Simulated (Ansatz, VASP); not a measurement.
## One calculation of Sn, two programs

INCAR

```
SYSTEM = Sn
ALGO = Normal ; EDIFF = 1E-7
ENCUT = 520 ; GGA = PS
ISIF = 2 ; ISMEAR = -1
LASPH = .True. ; LCHARG = .False.
LREAL = .False. ; LWAVE = .False.
NBANDS = 13 ; NELM = 60
PREC = Accurate ; SIGMA = 0.05
```

Contents of KPOINTS:

```
k-points
0
Gamma
  10 10 10
  0 0 0
```

POSCAR

```
Sn
1.0
   -2.0291894110      2.0291894110      1.6607599896
    2.0291894110     -2.0291894110      1.6607599896
    2.0291894110      2.0291894110     -1.6607599896
Sn
1
Direct
    0.0000000000      0.0000000000      0.0000000000
```

File input.yaml:

```yaml
crystal:
  lattice:
    - [-2.029189411, 2.029189411, 1.6607599896]
    - [2.029189411, -2.029189411, 1.6607599896]
    - [2.029189411, 2.029189411, -1.6607599896]
  atoms:
    - { symbol: Sn, position: [0.0, 0.0, 0.0] }
hamiltonian:
  xc: pbesol
  pseudopotentials: { kind: paw }
kpoints:
  mp_grid: { grid: [10, 10, 10] }
scf:
  occupations: { method: fermi_dirac, width: 0.05 }
output:
  forces: true
  stress: true
  eigenvalues: true
```

This isn't the form of Sn at room conditions, which is tetragonal (white tin).

Alike in both runs: task single point; functional PBEsol; k mesh 10 × 10 × 10; occupations fermi-dirac, width 0.05 eV; no spin polarisation.

|  | VASP | Ansatz |
| --- | --- | --- |
| version | VASP 6.6.1 | Ansatz 0.2.0 |
| potentials or method | VASP PAW PBE potentials, release 64 (Sn_d) | Ansatz PAW |
| plane-wave cutoff (eV) | 520 | 420 |
| valence electrons in the cell | 14 | 14 |

Ansatz gave:

```
gap on the k mesh at the Fermi level (eV)       : none
pressure (GPa)                                  : -1.9
largest component of the traceless stress (GPa) : 0.70
```

Problem. Estimate VASP's values.

Solution. gap on the k mesh at the Fermi level (eV): none; pressure (GPa): -2.0; largest component of the traceless stress (GPa): 0.70.

A gap of «none» marks a metal or a gap that the smearing closes.

Caveats: the PAW data sets were made with another functional, which shifts forces and pressure a little (VASP); the PAW data sets come from PBE, with cores solved anew for the run's functional, which leaves a small shift of forces and pressure (Ansatz).
